## Is my germanium band gap converged at the 7×7×7 mesh?

I am choosing a k-point mesh for bulk germanium. The gap and energy come from a one-shot hybrid: 25% exact exchange evaluated on r2SCAN orbitals. The r2SCAN calculation is only the starting point of both columns. From top to bottom, the rows use meshes with 2 to 8 divisions along each reciprocal-lattice edge. The sweep value is the largest spacing allowed between k-points, and the energy is counted from the finest mesh.

GPAW 26.7.0 with PAW data sets (gpaw-data 1.2.1): one-shot r2SCAN0 (25% exact exchange) on r2SCAN orbitals for bulk Ge in a fixed 2-atom cell, with a 500 eV plane-wave cutoff, Fermi-Dirac smearing of 0.001 eV, and no spin polarisation or spin-orbit coupling. The sweep value is the k-point spacing in 1/Å, and energies are relative to the 8×8×8 mesh.

| sweep value | energy less tightest (meV/atom) | gap (eV) |
| --- | --- | --- |
| 1.087 | 1410.1 | 2.053 |
| 0.9259 | 344.2 | 1.868 |
| 0.625 | 105.3 | 1.589 |
| 0.4167 | 35.8 | 1.570 |
| 0.3571 | 12.4 | 1.458 |
| 0.3125 | 3.6 | 1.460 |
| 0.25 | 0.0 | 1.406 |

Between 6 and 7 divisions the gap hardly moves, and at 7 the energy is within my tolerance of 5 meV/atom. I would have stopped there, but the next mesh lowers the gap again. Is the last row a glitch, or was the agreement before it an accident?

### Answer

The agreement was an accident, and the last row fits the pattern of the others. From 6 to 7 divisions the gap changes from 1.458 to 1.460 eV, then it drops by 54 meV. The step from 4 to 5 divisions gave the same false comfort: a change of only 19 meV, followed by a fall of 112 meV. Two neighbouring meshes that agree are therefore poor evidence of convergence here.

You can recognise the trouble by comparing each gap with the mean of its two neighbours. A quantity that falls ever more slowly towards its limit lies below that mean. The gaps at 3, 5 and 7 divisions all lie above it, the last by 28 meV, while those at 4 and 6 lie below. The column thus holds two interleaved sequences, one for odd and one for even meshes, and each falls steadily when read by itself.

The likely reason for the alternation is the place of germanium's band edges. The highest filled level is at Γ, the centre of the Brillouin zone, and the lowest empty level is at L, half a reciprocal-lattice vector away along the zone diagonal. If a mesh starts at Γ and divides that vector into $N$ equal parts, it reaches the halfway point only when $N$ is even. An odd mesh passes L on either side and reports a higher empty level, so its gap comes out too large. This assumes that the meshes start at Γ and that the calculation places the band edges where real germanium has them. The alternating gaps suggest both but establish neither.

Missing L is only half of the story, because the even meshes have not settled either. Their gap falls by 464, 131 and 52 meV from one even mesh to the next. If all of them contain both Γ and L, this fall must come from the levels themselves moving as the mesh is refined. On going from 6 to 7 divisions, that downward movement is then very slightly outweighed by the loss of L, and the result looks like a plateau.

Theory offers a good reason for the levels to move slowly in a hybrid calculation. Exact exchange couples every k-point to every other with a weight of $1/q^2$, where $q$ is the distance between them. The weight diverges as $q$ goes to zero, so the small region around that point needs a special treatment, whose error fades only as the mesh becomes finer. Filled levels feel this region strongly because each exchanges with its own band, whereas an empty level has no such partner. The error therefore enters the gap directly. A coarse mesh also gives a less accurate electron density, and these results do not separate the two effects.

The total energy behaves more smoothly because it adds up contributions from the whole zone and does not search for two extreme levels. It falls at every step and shows no odd–even pattern. For the same reason it is a poor guard for the gap: from 7 to 8 divisions the energy changes by 3.6 meV/atom, the gap by 54 meV.

Even the energy test at 7 divisions is less safe than it looks, since it treats the finest mesh as exact. To estimate what is still to come, suppose that every later step shrinks by the same factor $r$ as the last one did. The last two steps were 8.8 and 3.6 meV/atom, so $r\approx0.41$. The remaining steps form a geometric series with the sum

$$
3.6\times\frac{r}{1-r}\approx3.6\times\frac{0.41}{0.59}\approx2.5\ \text{meV/atom}.
$$

The error at 7 divisions is then about $3.6+2.5=6.1$ meV/atom, which is outside your tolerance.

This estimate is more likely to be too small than too large. The ratio of successive steps has risen all along the series, from 0.22 to 0.41, so the energy settles more slowly than a geometric series would. The same rule applied at 6 divisions, where the ratio was 0.34, predicts a further fall of $23.4\times0.337/0.663\approx11.9$ meV/atom. The two finer meshes alone have already brought 12.4. The printed analysis after this answer lists the steps and ratios, together with the same estimate for the gap on even meshes: about 34 meV still to fall. That figure is probably too small as well, because the ratio of the even-mesh steps has also risen.

A finer mesh will not bring the gap to the measured one. The finest value, 1.406 eV, is about twice the experimental gap of roughly 0.7 eV, and even twice the estimated remainder would be small beside that difference. Spin-orbit coupling, which is left out here, would lower the gap by only about 0.1 eV. The main cause is most probably the hybrid itself. In germanium the other electrons screen the long-range interaction very effectively, yet this functional keeps a quarter of the bare exchange at every distance. That pushes filled and empty levels too far apart.

For your choice of mesh, compare even with even and odd with odd. By that test no step in the table is below 20 meV, so the gap is not yet converged to that accuracy. Judge the gap by its own changes, and make sure that the mesh contains the band edges.

"Always take an even mesh" would be the wrong lesson, as silicon shows. Its lowest empty level lies roughly 85% of the way from Γ to X, the zone boundary along a cube axis. A mesh from Γ with 7 divisions has a point at $6/7$ of that path, very close to the minimum, whereas one with 8 divisions offers only $6/8$ or the boundary itself. What matters is where the band edge lies relative to the mesh points.

Output of the analysis:

```
Meshes and changes from the previous mesh:
     row  divisions  actual spacing 1/A  energy change meV/atom  gap change meV
   1.087          2              0.9617                     n/a             n/a
  0.9259          3              0.6411                   -1066            -185
   0.625          4              0.4808                  -238.9            -279
  0.4167          5              0.3847                   -69.5             -19
  0.3571          6              0.3206                   -23.4            -112
  0.3125          7              0.2748                    -8.8               2
    0.25          8              0.2404                    -3.6             -54
Number of single steps that change the gap by less than 20 meV: 2
Gap fall from 2 to 4 divisions in meV: 464
Gap fall from 4 to 6 divisions in meV: 131
Gap fall from 6 to 8 divisions in meV: 52
Gap fall from 3 to 5 divisions in meV: 298
Gap fall from 5 to 7 divisions in meV: 110
Gap at 3 divisions less mean of its neighbours in meV: 47
Gap at 4 divisions less mean of its neighbours in meV: -130
Gap at 5 divisions less mean of its neighbours in meV: 46.5
Gap at 6 divisions less mean of its neighbours in meV: -57
Gap at 7 divisions less mean of its neighbours in meV: 28
Energy step to 4 divisions over the step before: 0.2241
Energy step to 5 divisions over the step before: 0.2909
Energy step to 6 divisions over the step before: 0.3367
Energy step to 7 divisions over the step before: 0.3761
Energy step to 8 divisions over the step before: 0.4091
Estimated energy still to fall beyond 8 divisions in meV/atom: 2.492
Estimated energy error at 7 divisions in meV/atom: 6.092
Last even-mesh gap step over the even-mesh step before: 0.3969
Estimated even-mesh gap still to fall beyond 8 divisions in meV: 34.23
Finest gap over the rough recalled measured gap: 2.009
```
